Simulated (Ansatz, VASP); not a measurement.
## Two plane-wave programs on ZnS

Contents of INCAR:

```
ALGO = Normal ; EDIFF = 1E-6
ENCUT = 520 ; ISIF = 2
ISMEAR = 0 ; LASPH = T
LCHARG = F ; LREAL = F
LWAVE = F ; NBANDS = 16
NELM = 60 ; PREC = Accurate
SIGMA = 0.1
```

Contents of KPOINTS:

```
k-points
0
Gamma
  6 6 6
```

POSCAR

```
ZnS
1.0
    0.0000000000      2.6936828800      2.6936828800
    2.6936828800      0.0000000000      2.6936828800
    2.6936828800      2.6936828800      0.0000000000
Zn S
1 1
Direct
    0.0000000000      0.0000000000      0.0000000000
    0.7500000000      0.7500000000      0.7500000000
```

Input for Ansatz:

```yaml
crystal:
  lattice:
    - [0.0, 2.69368288, 2.69368288]
    - [2.69368288, 0.0, 2.69368288]
    - [2.69368288, 2.69368288, 0.0]
  atoms:
    - { symbol: Zn, position: [0.0, 0.0, 0.0] }
    - { symbol: S, position: [0.75, 0.75, 0.75] }
basis:
  ecutwfc: 420
kpoints:
  mp_grid: { grid: [6, 6, 6] }
hamiltonian:
  xc: lda
  pseudopotentials: { kind: paw, azcp: { folder: soft_1 } }
scf:
  occupations: { method: gaussian, width: 0.1 }
output:
  forces: true
  stress: true
  eigenvalues: true
```

The cell is a database's computed one.

Alike in both runs: task single point; functional LDA; k mesh 6 × 6 × 6; occupations gaussian, width 0.1 eV; no spin polarisation.

```csv
,VASP,Ansatz
version,VASP 6.6.1,Ansatz 0.2.0
potentials or method,"VASP PAW LDA potentials, release 64 (Zn, S)","scalar-relativistic, plane waves, PAW"
plane-wave cutoff (eV),520,420
valence electrons in the cell,18,18
```

|  | VASP | Ansatz | Ansatz less VASP |
| --- | --- | --- | --- |
| gap on the k mesh at the Fermi level (eV) | 1.93 | 1.89 | -0.037 |
| least direct gap on the mesh (eV) | 1.93 | 1.89 | -0.037 |
| pressure (GPa) | -3.7 | -3.9 | -0.22 |

Ansatz warned: «pseudo_functional_mismatch».
